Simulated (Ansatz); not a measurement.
# InP (F-43m) in Ansatz: relaxation of cell and atoms with HF

Aim: the relaxation of cell and atoms of InP with HF.

All numbers are computed with Ansatz 0.2.0; they aren't measurements. Logs are shortened: lines on timing, memory, paths and dates and some standing lists are left out, and cuts for length are marked.

## (1) Starting point

It takes space group F-43m (No. 216, cubic). The conventional cell has a = 5.861 Å, b = 5.861 Å, c = 5.861 Å, α = 90.00°, β = 90.00°, γ = 90.00°. In (site symmetry -43m) has 4 P at 2.54 Å as nearest neighbours. Around P (site symmetry -43m) lie 4 In at 2.54 Å.

## (2) Relaxation of cell and atoms, HF

Input file input.yaml:

```yaml
crystal:
  lattice:
    - [0.0, 2.9305, 2.9305]
    - [2.9305, 0.0, 2.9305]
    - [2.9305, 2.9305, 0.0]
  atoms:
    - { symbol: In, position: [0.0, 0.0, 0.0] }
    - { symbol: P, position: [0.75, 0.75, 0.75] }
hamiltonian:
  xc: hf
  pseudopotentials: { kind: paw }
kpoints:
  mp_grid: { grid: [4, 4, 4] }
scf:
  occupations: { method: fermi_dirac, width: 0.05 }
output:
  forces: true
  stress: true
  eigenvalues: true
relax:
  f_tol: 0.01
  max_steps: 40
  cell: { stress_tol: 0.05 }
```

Potentials or basis: Ansatz PAW.

Run with:

```console
$ ansatz run input.yaml --threads 2 --pin off --max-ram 5632MiB --backend cpu --events-out ev --progress --plain --runs-dir out
```

The program printed:

```text
Warning: RAYON_NUM_THREADS=2 ignored (pool sized by the plan → 2); use --threads N
Engine: ansatz 0.2.0, x86_64-unknown-linux-gnu
Pseudopotentials: kind: paw
Pseudopotential: In, paw, valence charge 13, recommended cutoff 420 eV (normal), In.paw.azcp
Pseudopotential: P, paw, valence charge 5, recommended cutoff 420 eV (normal), P.paw.azcp
Functional definition: HF
  exchange = exact_x
  correlation = 0
Crystal: 2 atoms, lattice volume = 50.333 Å³
Basis set: ecut = 420 eV, 941 PW (Γ)
Bands: 13, of which v1, the nominal top of the filled ones, is band 9 counted from 1 (8 counted from 0)
Symmetry: 24 space group operations
Space group: F-43m (ITA 216), of the structure as read, at distance tolerance 3.7e-5 Å
k-points: 8 of 64 (time reversal used)
Non-local potential: In, projectors of the file, l = 0: 2, l = 1: 2, l = 2: 2, l = 3: 2
Non-local potential: P, projectors of the file, l = 0: 2, l = 1: 2, l = 2: 2
PAW form: soft (Blöchl's): semilocal exchange-correlation on the pseudo side does not see the compensation charge
PAW frozen core: In, regenerated for the run's functional, and the local potential with it (the file was generated under x = pbe(κ = 0.804, μ = 0.2195149727645171), c = pbe(β = 0.06672455060314922))
PAW frozen core: P, regenerated for the run's functional, and the local potential with it (the file was generated under x = pbe(κ = 0.804, μ = 0.2195149727645171), c = pbe(β = 0.06672455060314922))
PAW one-centre angular grid: In, 590 points (default); XC on 64 Gauss nodes
PAW one-centre angular grid: P, 110 points (default); XC on 64 Gauss nodes
Initial density: superposition of atomic densities (neutral atoms: chi_scale 0, normalization atom), corrected by the library's trained network
Initial wavefunctions: pseudopotential atomic-orbital guess
Functional: x = pbe(κ = 0.804, μ = 0.2195149727645171), c = none, warm-up for x = 0 pbe(κ = 0.804, μ = 0.2195149727645171) + 1 exact, c = none
SCF iter   1: F=—  HF=-6266.112140 eV  |F-HF|=—  |Δ(HF+E_count)|=         —  Δρ=3.20e-3  dr2=5.82e-3  ethr=1.77e-3  ⟨swp⟩=7.2  Hψ=485  notcnv=0
preconditioner: auto → none  [insulator: Δε(μ)=0.712 eV  Ē_g=14.679 eV  σ=0.050 eV  W_gap=1.00  n_scr=14 (ndim 8)  ℏωp=22.2 eV  f_vac=0.021  D(μ)=0.00/eV (n_scr^D=0)]
iter 2 solved again at ethr=2.22e-6 eV; its pass at ethr=3.23e-5 eV (dr2=3.99e-4 eV) is discarded
SCF iter   2: F=—  HF=-6266.111031 eV  |F-HF|=—  |Δ(HF+E_count)|=   1.11e-3  Δρ=8.07e-4  dr2=4.11e-4  ethr=2.22e-6  ⟨swp⟩=4.4  Hψ=507  notcnv=0
SCF iter   3: F=—  HF=-6266.111022 eV  |F-HF|=—  |Δ(HF+E_count)|=   9.39e-6  Δρ=4.60e-4  dr2=6.68e-5  ethr=2.22e-6  ⟨swp⟩=2.9  Hψ=191  notcnv=0
SCF iter   4: F=-6266.111082 eV  HF=-6266.111080 eV  |F-HF|=2.32e-6  |Δ(HF+E_count)|=   5.81e-5  Δρ=1.19e-4  dr2=6.21e-6  ethr=3.71e-7  ⟨swp⟩=4.1  Hψ=226  notcnv=0
SCF 1 stopped early in 4 iterations: F = -6266.111082 eV  dr2 = 6.21e-6
Initial density: handed on by an earlier stage of this run
Initial wavefunctions: those handed on with the density
Functional: x = 0 pbe(κ = 0.804, μ = 0.2195149727645171) + 1 exact, c = none
Frozen-core exchange: fock
SCF iter   1: F=—  HF=-6282.483925 eV  |F-HF|=—  |Δ(HF+E_count)|=         —  Δρ=1.32e-2  dr2=5.33e-2  ethr=3.45e-7  ⟨swp⟩=8.2  Hψ=630  notcnv=0
preconditioner: auto → none  [insulator: Δε(μ)=6.347 eV  Ē_g=25.987 eV  σ=0.050 eV  W_gap=1.00  n_scr=14 (ndim 8)  ℏωp=22.2 eV  f_vac=0.027  D(μ)=0.00/eV (n_scr^D=0)]
SCF iter   2: F=—  HF=-6282.458502 eV  |F-HF|=—  |Δ(HF+E_count)|=   2.54e-2  Δρ=4.36e-3  dr2=9.22e-2  ethr=3.45e-7  ⟨swp⟩=5.0  Hψ=377  notcnv=0
SCF iter   3: F=—  HF=-6282.455042 eV  |F-HF|=—  |Δ(HF+E_count)|=   3.46e-3  Δρ=6.24e-4  dr2=8.26e-2  ethr=3.45e-7  ⟨swp⟩=4.0  Hψ=330  notcnv=0
SCF iter   4: F=—  HF=-6282.666868 eV  |F-HF|=—  |Δ(HF+E_count)|=   2.12e-1  Δρ=3.80e-3  dr2=4.04e-2  ethr=3.45e-7  ⟨swp⟩=5.0  Hψ=463  notcnv=0
SCF iter   5: F=—  HF=-6282.713861 eV  |F-HF|=—  |Δ(HF+E_count)|=   4.70e-2  Δρ=1.88e-3  dr2=1.34e-2  ethr=3.45e-7  ⟨swp⟩=5.0  Hψ=430  notcnv=0
SCF iter   6: F=-6282.739427 eV  HF=-6282.739474 eV  |F-HF|=4.68e-5  |Δ(HF+E_count)|=   2.56e-2  Δρ=3.25e-4  dr2=1.11e-4  ethr=3.45e-7  ⟨swp⟩=5.0  Hψ=438  notcnv=0
SCF 2 stopped early in 6 iterations: F = -6282.739427 eV  dr2 = 1.11e-4
hybrid outer 1: dexx = +4.572e-1 eV, tail = 1.70e-3 eV
Frozen-core exchange: fock
SCF iter   1: F=—  HF=-6282.733415 eV  |F-HF|=—  |Δ(HF+E_count)|=         —  Δρ=7.43e-4  dr2=2.09e-4  ethr=4.71e-5  ⟨swp⟩=4.2  Hψ=250  notcnv=0
preconditioner: auto → none  [insulator: Δε(μ)=7.360 eV  Ē_g=26.055 eV  σ=0.050 eV  W_gap=1.00  n_scr=14 (ndim 8)  ℏωp=22.2 eV  f_vac=0.026  D(μ)=0.00/eV (n_scr^D=0)]
SCF iter   2: F=—  HF=-6282.733550 eV  |F-HF|=—  |Δ(HF+E_count)|=   1.35e-4  Δρ=4.06e-4  dr2=7.09e-5  ethr=8.61e-7  ⟨swp⟩=4.0  Hψ=286  notcnv=0
SCF iter   3: F=—  HF=-6282.733547 eV  |F-HF|=—  |Δ(HF+E_count)|=   3.47e-6  Δρ=1.12e-4  dr2=9.04e-6  ethr=2.98e-7  ⟨swp⟩=3.9  Hψ=265  notcnv=0
SCF iter   4: F=—  HF=-6282.733546 eV  |F-HF|=—  |Δ(HF+E_count)|=   3.69e-7  Δρ=3.09e-5  dr2=7.34e-7  ethr=3.25e-8  ⟨swp⟩=4.0  Hψ=253  notcnv=0
[... 11 lines left out ...]
Frozen-core exchange: fock
SCF iter   1: F=—  HF=-6282.733544 eV  |F-HF|=—  |Δ(HF+E_count)|=         —  Δρ=2.24e-6  dr2=2.39e-9  ethr=7.88e-10  ⟨swp⟩=6.1  Hψ=325  notcnv=0
preconditioner: auto → none  [insulator: Δε(μ)=7.368 eV  Ē_g=26.065 eV  σ=0.050 eV  W_gap=1.00  n_scr=14 (ndim 8)  ℏωp=22.2 eV  f_vac=0.026  D(μ)=0.00/eV (n_scr^D=0)]
SCF iter   2: F=—  HF=-6282.733544 eV  |F-HF|=—  |Δ(HF+E_count)|=   2.07e-9  Δρ=1.47e-6  dr2=1.03e-9  ethr=8.00e-12  ⟨swp⟩=4.0  Hψ=292  notcnv=0
SCF iter   3: F=—  HF=-6282.733544 eV  |F-HF|=—  |Δ(HF+E_count)|=  1.29e-10  Δρ=4.56e-7  dr2=2.15e-10  ethr=4.12e-12  ⟨swp⟩=4.0  Hψ=272  notcnv=0
[... 145 lines left out ...]
SCF iter   2: F=-6282.783246 eV  HF=-6282.783246 eV  |F-HF|=9.09e-13  |Δ(HF+E_count)|=  9.09e-13  Δρ=6.43e-8  dr2=8.79e-13  ethr=1.00e-12  ⟨swp⟩=2.0  Hψ=176  notcnv=0
SCF 20 converged in 2 iterations: F = -6282.783246 eV  dr2 = 8.79e-13
  Residual-converged pass: ⟨swp⟩=4.0  Hψ=312  notcnv=0  max |occ|·‖R‖ = 9.3e-9 eV (tolerance 1.0e-8 eV)  dr2=1.08e-12  dr2_onsite=1.35e-13  max |Δocc| = 0.0e0
hybrid outer 4: dexx = +7.665e-12 eV, tail = 4.78e-12 eV, Δε = 2.84e-5 eV (about 5.57e-6 eV left of the loop's levels)
relax step   4: F+E_penalty+E_count = -6282.78324600 eV  Δ(F+E_penalty+E_count) = -1.068e-4 eV  max|allowed force component| = 9.310e-17 eV/Å  Δτ_max = 0.0000 Å  P = -0.005 GPa  Ω = 53.558 Å³  energy of the carried Pulay correction = -8.941e-4 eV  (18 SCF iters, accepted)
Frozen-core exchange: fock
iter 1 solved again at ethr=3.15e-9 eV; its pass at ethr=1.00e-1 eV (dr2=5.67e-7 eV) is discarded
SCF iter   1: F=—  HF=-6282.784325 eV  |F-HF|=—  |Δ(HF+E_count)|=         —  Δρ=8.30e-5  dr2=5.18e-7  ethr=3.15e-9  ⟨swp⟩=15.0  Hψ=990  notcnv=0
preconditioner: auto → none  [insulator: Δε(μ)=8.065 eV  Ē_g=27.447 eV  σ=0.050 eV  W_gap=1.00  n_scr=14 (ndim 8)  ℏωp=21.5 eV  f_vac=0.033  D(μ)=0.00/eV (n_scr^D=0)]
SCF iter   2: F=—  HF=-6282.784324 eV  |F-HF|=—  |Δ(HF+E_count)|=   4.80e-7  Δρ=3.96e-5  dr2=1.46e-7  ethr=2.61e-9  ⟨swp⟩=3.0  Hψ=216  notcnv=0
iter 3 solved again at ethr=7.61e-12 eV; its pass at ethr=5.49e-10 eV (dr2=1.37e-9 eV) is discarded
SCF iter   3: F=—  HF=-6282.784324 eV  |F-HF|=—  |Δ(HF+E_count)|=   1.18e-7  Δρ=4.52e-6  dr2=2.66e-8  ethr=7.61e-12  ⟨swp⟩=4.0  Hψ=439  notcnv=0
SCF iter   4: F=—  HF=-6282.784325 eV  |F-HF|=—  |Δ(HF+E_count)|=   6.60e-7  Δρ=7.02e-6  dr2=1.42e-8  ethr=7.61e-12  ⟨swp⟩=6.0  Hψ=493  notcnv=0  defer=27
SCF iter   5: F=-6282.784325 eV  HF=-6282.784325 eV  |F-HF|=6.82e-11  |Δ(HF+E_count)|=   1.12e-8  Δρ=6.74e-7  dr2=1.20e-10  ethr=7.61e-12  ⟨swp⟩=4.9  Hψ=389  notcnv=0  defer=3
SCF 21 stopped early in 5 iterations: F = -6282.784325 eV  dr2 = 1.20e-10
hybrid outer 1: dexx = +1.198e-5 eV, tail = 6.03e-7 eV
Frozen-core exchange: fock
SCF iter   1: F=—  HF=-6282.784336 eV  |F-HF|=—  |Δ(HF+E_count)|=         —  Δρ=3.04e-6  dr2=3.47e-9  ethr=1.67e-8  ⟨swp⟩=9.5  Hψ=416  notcnv=0
Mixer restart at iter 1: flushing history
preconditioner: auto → none  [insulator: Δε(μ)=6.872 eV  Ē_g=25.759 eV  σ=0.050 eV  W_gap=1.00  n_scr=14 (ndim 8)  ℏωp=21.5 eV  f_vac=0.033  D(μ)=0.00/eV (n_scr^D=0)]
SCF iter   2: F=—  HF=-6282.784336 eV  |F-HF|=—  |Δ(HF+E_count)|=   2.55e-9  Δρ=1.20e-6  dr2=1.07e-9  ethr=1.20e-11  ⟨swp⟩=5.2  Hψ=356  notcnv=0  defer=23
SCF iter   3: F=-6282.784336 eV  HF=-6282.784336 eV  |F-HF|=1.75e-10  |Δ(HF+E_count)|=  3.25e-10  Δρ=5.34e-7  dr2=1.83e-10  ethr=4.92e-12  ⟨swp⟩=4.2  Hψ=276  notcnv=0  defer=23
SCF 22 stopped early in 3 iterations: F = -6282.784336 eV  dr2 = 1.83e-10
hybrid outer 2: dexx = +1.108e-8 eV, tail = 1.27e-9 eV, Δε = 2.54e-4 eV (about 1.59e-5 eV left of the loop's levels)
Frozen-core exchange: fock
SCF iter   1: F=—  HF=-6282.784336 eV  |F-HF|=—  |Δ(HF+E_count)|=         —  Δρ=2.16e-7  dr2=7.22e-11  ethr=3.54e-11  ⟨swp⟩=10.2  Hψ=415  notcnv=0
preconditioner: auto → none  [insulator: Δε(μ)=6.869 eV  Ē_g=25.745 eV  σ=0.050 eV  W_gap=1.00  n_scr=14 (ndim 8)  ℏωp=21.5 eV  f_vac=0.033  D(μ)=0.00/eV (n_scr^D=0)]
SCF iter   2: F=—  HF=-6282.784336 eV  |F-HF|=—  |Δ(HF+E_count)|=  4.27e-11  Δρ=1.92e-7  dr2=4.08e-11  ethr=1.00e-12  ⟨swp⟩=3.6  Hψ=209  notcnv=0
SCF iter   3: F=—  HF=-6282.784336 eV  |F-HF|=—  |Δ(HF+E_count)|=  2.09e-11  Δρ=8.92e-8  dr2=2.09e-11  ethr=1.00e-12  ⟨swp⟩=3.2  Hψ=193  notcnv=0
SCF iter   4: F=-6282.784336 eV  HF=-6282.784336 eV  |F-HF|=9.09e-13  |Δ(HF+E_count)|=  3.64e-12  Δρ=4.08e-8  dr2=4.01e-12  ethr=1.00e-12  ⟨swp⟩=2.8  Hψ=187  notcnv=0
SCF 23 converged in 4 iterations: F = -6282.784336 eV  dr2 = 4.01e-12
  Residual-converged pass: ⟨swp⟩=3.9  Hψ=270  notcnv=0  max |occ|·‖R‖ = 9.5e-9 eV (tolerance 1.0e-8 eV)  dr2=4.32e-12  dr2_onsite=6.75e-14  max |Δocc| = 0.0e0
hybrid outer 3: dexx = +8.605e-11 eV, tail = 1.07e-11 eV, Δε = 8.15e-6 eV (about 1.10e-6 eV left of the loop's levels)
relax step   5: F+E_penalty+E_count = -6282.78433647 eV  Δ(F+E_penalty+E_count) = -1.090e-3 eV  max|allowed force component| = 8.905e-17 eV/Å  Δτ_max = 0.0000 Å  P = +0.006 GPa  Ω = 53.558 Å³  stress off target by 5.54e-3 GPa  SCF on the basis re-selected at this cell (its energy is not comparable with the rows above)  (12 SCF iters)
basis re-selected at this cell: Δ(F+E_penalty+E_count) = -1.090e-3 eV, ΔP = +0.011 GPa vs the last step (what re-selecting the basis moved, of the pressure what is left beyond the Pulay correction that the steps carried, after the strain that the cell walked since its last selection, with what the two solves' SCF thresholds leave and, on support functions, any second-order correction that the steps lacked; it is no measure of the basis error at this ecutwfc). This SCF's stress stands 5.54e-3 GPa from its target on what of the cell is left free (relax.cell.stress_tol is 5.00e-2 GPa) and its largest allowed force component is 8.90e-17 eV/Å (relax.f_tol is 1.00e-2 eV/Å): within both
hybrid SCF converged: 3 outer / 12 inner (+0 warm-up), last move |dexx| = 8.60e-11 eV, tail = 1.07e-11 eV
Stability not checked: this state was not tested for a lower state beside it, because the functional holds exact exchange (a hybrid, or Hartree-Fock), whose exchange loop this test does not read (fock_operator; see scf.lower_state_search)
Free energy (F): -6282.784336 eV
Frozen-core exchange: fock
Harris-Foulkes:  -6282.784336 eV  (|F-HF|=9.09e-13)
Internal energy: -6282.784336 eV  (E = F + TS)
E sigma→0 (E₀):  -6282.784336 eV
Fermi energy:    7.700250 eV
--- Per-component energies (eV) ---
  E_band       = -181.342878
  E_kinetic    = 313.508431
  E_local      = -1433.906524  (includes V_loc(G=0)·N_el)
  E_nonlocal   = 395.581876
  E_hartree    = 569.716889
  E_xc         = 0.000000
  E_vxc        = 0.000000  (∫ρ·V_xc dr)
  E_exx        = -192.371702  (= α·E_x^exact, valence–valence)
  E_paw        = -4741.497814  (= ΣΔE_a)
  E_vpaw       = -211.217091  (= ΣTr[D̂ρ^β])
  E_aug_tail   = 0.000032  (compensation charges beyond the density's cutoff)
  E_ewald      = -1195.698709
  E_core_change = 1.883185  (= ΣΔE_core)
  E_smearing   = -0.000000  (= −TS)
  E_closure    = 0.000000  (closes the sum)
  Σ components = -6282.784336   (vs F -6282.784336, Δ=0.00e0)
--- Forces (eV/Å), atoms counted from 1 ---
  atom   1  In    -0.00000000     0.00000000     0.00000000
  atom   2  P      0.00000000    -0.00000000    -0.00000000
  max |Σ_I F_I| component: 1.46e-16 eV/Å
--- Stress (GPa, compression-positive) ---
        0.005541       0.000000      -0.000000
        0.000000       0.005541       0.000000
       -0.000000       0.000000       0.005541
  P = ⅓ Tr σ = 0.0055 GPa (0.055 kbar)
--- Band table (eV; the first three rows and the last of 8) ---
  k-point 0: bands = ["-16.7553", "-16.7553", "-16.7553", "-16.5751", "-16.5751", "-11.5699", "4.2385", "4.2385", "4.2385", "11.1070", "14.8832", "14.8832", "14.8832"]
  k-point 1: bands = ["-16.7948", "-16.7344", "-16.7344", "-16.5745", "-16.5745", "-10.7467", "0.0863", "3.5877", "3.5877", "12.3032", "15.7118", "15.7118", "16.2382"]
  k-point 2: bands = ["-16.8335", "-16.7174", "-16.7174", "-16.5697", "-16.5697", "-9.5135", "-3.0380", "3.0389", "3.0389", "11.9351", "15.6287", "15.6287", "18.0736"]
  k-point 7: bands = ["-16.8692", "-16.6973", "-16.6690", "-16.5931", "-16.5666", "-8.6573", "-2.7623", "0.5898", "0.7982", "14.6736", "15.6913", "16.6269", "16.9196"]
--- Relaxed structure (4 steps of the walk, 4 accepted, 1 SCFs on fresh bases) ---
  F+E_penalty+E_count = -6282.78433647 eV   max|allowed force component| = 8.905e-17 eV/Å   (the final SCF, on the basis selected at the relaxed cell)
  cell:  # Å, volume = 53.5582 Å³
    - [2.340159749064616e-33, 2.991795178975251, 2.991795178975251]
    - [2.991795178975251, 8.860907080750231e-33, 2.991795178975251]
    - [2.991795178975251, 2.991795178975251, 9.58062838495932e-33]
  atoms:
    - { symbol: In, position: [1.3554787614054509e-33, -1.234991760391633e-33, -1.3061886246270709e-33] }
    - { symbol: P, position: [0.7499999999999998, 0.7499999999999998, 0.7499999999999998] }
```

It took 82 s on 2 threads of Intel Xeon at 2.70GHz, shared host; peak memory 0.71 GiB.

What came out:

```yaml
Free_energy: -6282.7843 eV
Relaxed_volume: 26.78 Å³/atom
Relaxed_cell: a = 4.231 Å, b = 4.231 Å, c = 4.231 Å, α = 60.00°, β = 60.00°, γ = 60.00°
Space_group_after_relaxing_to_0.05_Å: F-43m (No. 216)
Energy_gained_by_relaxing: 25.4 meV/atom
Ionic_steps: 5
Pressure_after_relaxing: 0.0 GPa
Band_gap_on_the_k_mesh: 6.87 eV, direct
```

The path:
```
step  energy change (eV)  largest force (eV/Å)  volume (Å³)
   1              0.0000                0.0000        50.33
   2             -0.0411                0.0000        54.95
   3             -0.0496                0.0000        53.68
   4             -0.0497                0.0000        53.56
   5             -0.0508                0.0000        53.56
```

Final structure:
```
In P
1.0
     0.00000    2.99180    2.99180
     2.99180    0.00000    2.99180
     2.99180    2.99180    0.00000
In P
1 1
Cartesian
  0.0000 0.0000 0.0000
  4.4877 4.4877 4.4877
```

Caveat: the k mesh is coarse (spacing up to 0.46 Å⁻¹), so the values aren't converged, least of all with exact exchange; the plane-wave basis is chosen anew once the cell has moved, so the energies of steps on either side of that aren't comparable; spin-orbit coupling is left out, which moves the levels of the heavy elements; the PAW data sets come from PBE, with cores solved anew for the run's functional, which leaves a small shift of forces and pressure. Zero-point motion and thermal expansion aren't in these numbers.
